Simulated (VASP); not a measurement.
# Ir (P6_3/mmc) in VASP: single point with PBE

Aim: the single point of Ir with PBE.

Program: VASP 6.6.1. These are calculated values, not measurements. Logs are shortened: lines on timing, memory, paths and dates and some standing lists are left out, and cuts for length are marked.

**1. Starting point**

The structure is hexagonal, space group P6_3/mmc (No. 194). The conventional cell has a = 2.751 Å, b = 2.751 Å, c = 4.462 Å, α = 90.00°, β = 90.00°, γ = 120.00°. Ir (site symmetry -6m2) has 12 Ir at 2.74 to 2.75 Å as nearest neighbours.

This isn't the form of Ir at room conditions, which is fcc.

**2. Single point, PBE**

File INCAR:

```
SYSTEM = Ir
ALGO = Fast
EDIFF = 1E-7
ENCUT = 520
GGA = PE
ISIF = 2
ISMEAR = 0
LASPH = .True.
LCHARG = .False.
LREAL = .False.
LWAVE = .False.
NBANDS = 16
NELM = 100
PREC = Accurate
SIGMA = 0.1
```

File KPOINTS:

```
k-points
0
Gamma
  6 6 4
  0 0 0
```

File POSCAR:

```
Ir
1.0
    2.7513778946      0.0000000000      0.0000000000
   -1.3756889473      2.3827631521      0.0000000000
    0.0000000000      0.0000000000      4.4622900000
Ir
2
Direct
    0.6666666700      0.3333333300      0.7500000000
    0.3333333300      0.6666666700      0.2500000000
```

Potentials or basis: VASP PAW PBE potentials, release 64 (Ir).

On the command line:

```console
> cat potpaw_PBE.64/Ir/POTCAR > POTCAR
> mpirun -np 1 vasp_std > vasp.out
```

OUTCAR:

```text
SYSTEM = Ir
   EDIFF = 1E-7
   ENCUT = 520
   GGA = PE
   ISIF = 2
   ISMEAR = 0
   LASPH = .True.
   LREAL = .False.
   NELM = 100
   PREC = Accurate

 ion  position               nearest neighbor table
   1  0.667  0.333  0.750-   2 2.74   2 2.74   2 2.74   2 2.74   2 2.74   2 2.74
   2  0.333  0.667  0.250-   1 2.74   1 2.74   1 2.74   1 2.74   1 2.74   1 2.74

  LATTYP: Found a hexagonal cell.
 ALAT       =     2.7513778946
 C/A-ratio  =     1.6218382828

  Lattice vectors:

 A1 = (   2.7513778946,   0.0000000000,   0.0000000000)
 A2 = (  -1.3756889473,   2.3827631521,   0.0000000000)
 A3 = (   0.0000000000,   0.0000000000,   4.4622900000)

Analysis of symmetry for initial positions (statically):
=====================================================================
 Subroutine PRICEL returns:
 Original cell was already a primitive cell.

 Routine SETGRP: Setting up the symmetry group for a
 hexagonal supercell.

 Subroutine GETGRP returns: Found 24 space group operations
 (whereof 12 operations were pure point group operations)
 out of a pool of 24 trial point group operations.

The static configuration has the point symmetry D_3d.
 The point group associated with its full space group is D_6h.

Analysis of symmetry for dynamics (positions and initial velocities):
=====================================================================
 Subroutine PRICEL returns:
 Original cell was already a primitive cell.

 Routine SETGRP: Setting up the symmetry group for a
 hexagonal supercell.

 Subroutine GETGRP returns: Found 24 space group operations
 (whereof 12 operations were pure point group operations)
 out of a pool of 24 trial point group operations.

The dynamic configuration has the point symmetry D_3d.
 The point group associated with its full space group is D_6h.

 Subroutine INISYM returns: Found 24 space group operations
 (whereof 12 operations are pure point group operations),
 and found     1 'primitive' translations

----------------------------------------------------------------------------------------

                                     Primitive cell

  volume of cell :      29.2542

  direct lattice vectors                    reciprocal lattice vectors
     2.751377895  0.000000000  0.000000000     0.363454254  0.209840411  0.000000000
    -1.375688947  2.382763152  0.000000000     0.000000000  0.419680823  0.000000000
     0.000000000  0.000000000  4.462290000     0.000000000  0.000000000  0.224100182

  length of vectors
     2.751377895  2.751377895  4.462290000     0.419680823  0.419680823  0.224100182

  position of ions in fractional coordinates (direct lattice)
     0.666666670  0.333333330  0.750000000
     0.333333330  0.666666670  0.250000000

  ion indices of the primitive-cell ions
   primitive index   ion index
                 1           1
                 2           2

----------------------------------------------------------------------------------------

 KPOINTS: k-points

Automatic generation of k-mesh.
 Grid dimensions read from file:
 generate k-points for:    6    6    4

 Generating k-lattice:

  Cartesian coordinates                     Fractional coordinates (reciprocal lattice)
     0.060575709  0.034973402  0.000000000     0.166666667 -0.000000000  0.000000000
     0.000000000  0.069946804  0.000000000     0.000000000  0.166666667  0.000000000
     0.000000000  0.000000000  0.056025045     0.000000000  0.000000000  0.250000000

  Length of vectors
     0.069946804  0.069946804  0.056025045

  Shift w.r.t. Gamma in fractional coordinates (k-lattice)
     0.000000000  0.000000000  0.000000000

 Subroutine IBZKPT returns following result:
 ===========================================

 Found     21 irreducible k-points:

 Following reciprocal coordinates:
            Coordinates               Weight
  0.000000  0.000000  0.000000      1.000000
  0.166667  0.000000  0.000000      6.000000
  0.333333  0.000000  0.000000      6.000000
  0.500000  0.000000  0.000000      3.000000
  0.166667  0.166667  0.000000      6.000000
  0.333333  0.166667  0.000000     12.000000
[... 13 lines left out ...]
  0.333333  0.166667  0.500000     12.000000
  0.333333  0.333333  0.500000      2.000000
   k-points           NKPTS =     21   k-points in BZ     NKDIM =     21   number of bands    NBANDS=     16
   number of dos      NEDOS =    301   number of ions     NIONS =      2
   total plane-waves  NPLWV =  14400
   dimension x,y,z NGX =    20 NGY =   20 NGZ =   36
   dimension x,y,z NGXF=    40 NGYF=   40 NGZF=   72
   ions per type =               2
   NGX,Y,Z   is equivalent  to a cutoff of  12.08, 12.08, 13.41 a.u.
   NGXF,Y,Z  is equivalent  to a cutoff of  24.17, 24.17, 26.82 a.u.
 SYSTEM =  Ir
   PREC   = accura    normal or accurate (medium, high low for compatibility)
   ISTART =      0    job   : 0-new  1-cont  2-samecut
   ICHARG =      2    charge: 1-file 2-atom 10-const
   ISPIN  =      1    spin polarized calculation?
   LNONCOLLINEAR =      F non collinear calculations
   LSORBIT =      F    spin-orbit coupling
   LASPH  =      T    aspherical Exc in radial PAW
   ENCUT  =  520.0 eV  38.22 Ry    6.18 a.u.   5.12  5.12  8.30*2*pi/ulx,y,z
   NELM   =    100;   NELMIN=  2; NELMDL= -5     # of ELM steps
   EDIFF  = 0.1E-06   stopping-criterion for ELM
   LREAL  =      F    real-space projection
   EDIFFG = 0.1E-05   stopping-criterion for IOM
   NSW    =      0    number of steps for IOM
   IBRION =     -1    ionic relax: 0-MD 1-quasi-New 2-CG
   NFREE  =      0    steps in history (QN), initial steepest desc. (CG)
   ISIF   =      2    stress and relaxation
   ISYM   =      2    0-nonsym 1-usesym 2-fastsym
   POTIM  = 0.5000    time-step for ionic-motion
   TEBEG  =    0.0;   TEEND  =   0.0 temperature during run
   PSTRESS=    0.0 pullay stress
   NELECT =      18.0000    total number of electrons
   NUPDOWN=      -1.0000    fix difference up-down
   EMIN   =  10.00;   EMAX   =-10.00  energy-range for DOS
   EFERMI =   0.00;   METHOD = LEGACY
   ISMEAR =     0;   SIGMA  =   0.10  broadening in eV -4-tet -1-fermi 0-gaus
   EFERMI_NEDOS =   21; number of points for ismear=-14 and -15
   IALGO  =     68    algorithm
   IMIX   =      4    mixing-type and parameters
     AMIX     =   0.40;   BMIX     =  1.00
     AMIX_MAG =   1.60;   BMIX_MAG =  1.00
  volume/ion in A,a.u.               =      14.63        98.71
  Fermi-wavevector in a.u.,A,eV,Ry     =   1.392417  2.631287 26.379323  1.938826
  Thomas-Fermi vector in A             =   2.516162
   LORBIT       =      0    0 simple, 1 ext, 2 COOP (PROOUT), +10 PAW based schemes
   GGA     = PE    functional components
   LHFCALC =     F    Hartree Fock is set to
   AEXX    =    0.0000 exact exchange contribution
   IVDW    =     0    specifies the selected vdW correction
   LEPSILON=     F    determine dielectric tensor
   LRPA    =     F    only Hartree local field effects (RPA)
 non-spin polarized calculation
 RMM-DIIS sequential band-by-band and
 Gauss-broadening in eV      SIGMA  =   0.10
  energy-cutoff  :      520.00
  volume of cell :       29.25
 maximum number of plane-waves:       801
   NGX = 11   NGY = 11   NGZ = 17

 number of electron      18.0000000 magnetization

 Free energy of the ion-electron system (eV)
  ---------------------------------------------------
  ext. energy  EPLUGINS =         0.00000000
  ---------------------------------------------------
  free energy    TOTEN  =       -17.53393140 eV

  energy without entropy =      -17.52364753  energy(sigma->0) =      -17.52878946

 E-fermi :   9.7574     XC(G=0): -13.7910

 val. band max:        9.7333521562   @ k =   0.5000   0.0000   0.2500
 cond. band min:       9.8670590085   @ k =   0.1667   0.0000   0.5000
 fundamental gap:      0.1337068523
 Fermi energy:         9.7574027812

 k-point     1 :       0.0000    0.0000    0.0000
  band No.  band energies     occupation
      1      -0.9274      2.00000
      2       2.1184      2.00000
      3       6.1707      2.00000
      4       6.3147      2.00000
      5       6.3147      2.00000
      6       6.9400      2.00000
[... 8 lines left out ...]
     15      26.3694      0.00000
     16      27.3986      0.00000

 k-point     2 :       0.1667    0.0000    0.0000
  band No.  band energies     occupation
      1       0.0705      2.00000
      2       2.9241      2.00000
      3       5.3677      2.00000
      4       6.1512      2.00000
      5       6.4164      2.00000
      6       7.1192      2.00000
[... 8 lines left out ...]
     15      27.1892      0.00000
     16      27.5231      0.00000

 k-point     3 :       0.3333    0.0000    0.0000
  band No.  band energies     occupation
      1       2.1028      2.00000
      2       3.1715      2.00000
      3       4.0806      2.00000
      4       5.6245      2.00000
      5       6.3196      2.00000
      6       6.4740      2.00000
[... 8 lines left out ...]
     15      23.5818      0.00000
     16      24.6552      0.00000

 k-point     4 :       0.5000    0.0000    0.0000
  band No.  band energies     occupation
      1       2.7236      2.00000
      2       2.8043      2.00000
      3       3.3395      2.00000
      4       5.9900      2.00000
      5       6.5208      2.00000
      6       6.6309      2.00000
[... 8 lines left out ...]
     15      20.8257      0.00000
     16      21.2931      0.00000
[... 267 lines left out ...]
 k-point    19 :       0.1667    0.1667    0.5000
  band No.  band energies     occupation
      1       3.0467      2.00000
      2       3.0467      2.00000
      3       4.8818      2.00000
      4       4.8818      2.00000
      5       5.6641      2.00000
      6       5.6641      2.00000
[... 8 lines left out ...]
     15      25.4113      0.00000
     16      25.4113      0.00000

 k-point    20 :       0.3333    0.1667    0.5000
  band No.  band energies     occupation
      1       3.0943      2.00000
      2       3.0943      2.00000
      3       4.7361      2.00000
      4       4.7361      2.00000
      5       6.5095      2.00000
      6       6.5095      2.00000
[... 8 lines left out ...]
     15      23.2250      0.00000
     16      23.2250      0.00000

 k-point    21 :       0.3333    0.3333    0.5000
  band No.  band energies     occupation
      1       3.8900      2.00000
      2       3.8900      2.00000
      3       4.7368      2.00000
      4       4.7368      2.00000
      5       5.9936      2.00000
      6       5.9936      2.00000
[... 8 lines left out ...]
     15      19.5655      0.00000
     16      19.5655      0.00000

------------------------ aborting loop because EDIFF is reached ----------------------------------------

  FORCE on cell =-STRESS in cart. coord.  units (eV):
  Direction    XX          YY          ZZ          XY          YZ          ZX
  --------------------------------------------------------------------------------------
  -------------------------------------------------------------------------------------
  Total        0.1827072      0.1827072     -0.9499238      0.0000000      0.0000000      0.0000000
  in kB       10.0063891     10.0063891    -52.0248005      0.0000000      0.0000000      0.0000000
  external PRESSURE =     -10.6706741 kB  Pullay stress =       0.0000000 kB

 VOLUME and BASIS-vectors are now :
 -----------------------------------------------------------------------------
  energy-cutoff  :      520.00
  volume of cell :       29.25
      direct lattice vectors                 reciprocal lattice vectors
     2.751377895  0.000000000  0.000000000     0.363454254  0.209840411  0.000000000
    -1.375688947  2.382763152  0.000000000     0.000000000  0.419680823  0.000000000
     0.000000000  0.000000000  4.462290000     0.000000000  0.000000000  0.224100182

 POSITION                                       TOTAL-FORCE (eV/Angst)
 -----------------------------------------------------------------------------------
      1.37569      0.79425      3.34672         0.000000      0.000000      0.000000
     -0.00000      1.58851      1.11557        -0.000000     -0.000000      0.000000
 -----------------------------------------------------------------------------------
    total drift:                               -0.000000      0.000000     -0.000000

  FREE ENERGIE OF THE ION-ELECTRON SYSTEM (eV)
  ---------------------------------------------------
  free  energy   TOTEN  =       -17.5339313996 eV

  energy  without entropy=      -17.5236475253  energy(sigma->0) =      -17.52878946
```

Run time: 16 s. Hardware: 1 thread of Intel Xeon Platinum 8259CL at 2.50GHz (Skylake/Cascade Lake), shared host; peak memory 0.14 GiB.

Results:

- Free energy: -17.5339 eV
- Pressure: -1.1 GPa
- Band gap on the k mesh: none (metal or under the smearing width)

Stress tensor (GPa, compression positive):
```
 1.00  0.00  0.00
 0.00  1.00  0.00
 0.00  0.00 -5.20
```

Caveat: the k mesh is coarse (spacing up to 0.44 Å⁻¹), so the values aren't converged. Spin-orbit coupling is left out, which matters for the levels of Ir.
